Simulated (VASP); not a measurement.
Level of theory: PBEsol GGA, VASP's PBE PAW potentials (set 64) (plane waves; VASP).

A VASP calculation is set up with these files.

**POSCAR**
```
CsCl
1
    4.0730141105     0.0000000000     0.0000000000
    0.0000000000     4.0730141105     0.0000000000
    0.0000000000     0.0000000000     4.0730141105
Cs Cl
1 1
Direct
  0.0000000000   0.0000000000   0.0000000000
  0.5000000000   0.5000000000   0.5000000000
```

File KPOINTS:
```
Automatic mesh
0
Gamma
7 7 7
```

### INCAR
```
! general
SYSTEM =CsCl
PREC   =Accurate
ENCUT  =500
LREAL  =.FALSE.
LASPH  =.TRUE.

! electronic loop
EDIFF  =1E-6
NELM   =100
ALGO   =Normal
LMAXMIX=4

! smearing
ISMEAR =0
SIGMA  =0.05

! functional
GGA    =PS

! ions
IBRION =2
NSW    =40
ISIF   =3
EDIFFG =-0.02

! output
LWAVE  =.FALSE.
LCHARG =.FALSE.
```

POTCAR, in this order: Cs_sv Cl (PBE.64 set). Program: vasp_std.

Output of the run:

### OSZICAR
```
       N       E                     dE             d eps       ncg     rms          rms(c)
DAV:   1     0.943053278454E+02    0.94305E+02   -0.69309E+03   480   0.113E+03
DAV:   2    -0.698638052970E+00   -0.95004E+02   -0.88131E+02   760   0.183E+02
DAV:   3    -0.712886517961E+01   -0.64302E+01   -0.63990E+01   596   0.551E+01
DAV:   4    -0.719532752474E+01   -0.66462E-01   -0.66422E-01   576   0.675E+00
DAV:   5    -0.719627109605E+01   -0.94357E-03   -0.94343E-03   604   0.812E-01    0.215E+00
DAV:   6    -0.688615237985E+01    0.31012E+00   -0.52984E-01   552   0.429E+00    0.155E+00
DAV:   7    -0.684624445389E+01    0.39908E-01   -0.16806E-01   636   0.237E+00    0.882E-01
DAV:   8    -0.684488694513E+01    0.13575E-02   -0.12719E-02   576   0.838E-01    0.123E-01
DAV:   9    -0.684503945289E+01   -0.15251E-03   -0.23993E-03   632   0.328E-01    0.102E-01
DAV:  10    -0.684511106594E+01   -0.71613E-04   -0.18191E-04   588   0.113E-01    0.213E-02
DAV:  11    -0.684512332690E+01   -0.12261E-04   -0.36169E-05   600   0.411E-02    0.576E-03
DAV:  12    -0.684512280496E+01    0.52195E-06   -0.80018E-06   588   0.180E-02
   1 F= -.68451228E+01 E0= -.68451228E+01  d E =-.684512E+01
```

### OUTCAR
```
------------------------ aborting loop because EDIFF is reached ----------------------------------------
  FORCE on cell =-STRESS in cart. coord.  units (eV):
  Direction    XX          YY          ZZ          XY          YZ          ZX
  --------------------------------------------------------------------------------------
  Total       -0.0104166     -0.0104166     -0.0104166     -0.0000000      0.0000000     -0.0000000
  in kB       -0.2469952     -0.2469952     -0.2469952     -0.0000000      0.0000000     -0.0000000
  external PRESSURE =      -0.2469952 kB  Pullay stress =       0.0000000 kB
  volume of cell :       67.57
      direct lattice vectors                 reciprocal lattice vectors
     4.073014110  0.000000000  0.000000000     0.245518423  0.000000000  0.000000000
     0.000000000  4.073014110  0.000000000     0.000000000  0.245518423  0.000000000
     0.000000000  0.000000000  4.073014110     0.000000000  0.000000000  0.245518423
 POSITION                                       TOTAL-FORCE (eV/Angst)
 -----------------------------------------------------------------------------------
      0.00000      0.00000      0.00000         0.000000      0.000000      0.000000
      2.03651      2.03651      2.03651         0.000000      0.000000      0.000000
 -----------------------------------------------------------------------------------
    total drift:                                0.000000      0.000000     -0.000000
  FREE ENERGIE OF THE ION-ELECTRON SYSTEM (eV)
  ---------------------------------------------------
  free  energy   TOTEN  =        -6.8451228050 eV

  energy  without entropy=       -6.8451228049  energy(sigma->0) =       -6.84512280

 reached required accuracy - stopping structural energy minimisation
```
(Selected blocks of OUTCAR.)

The compound is CsCl in the CsCl type structure. It was relaxed first.
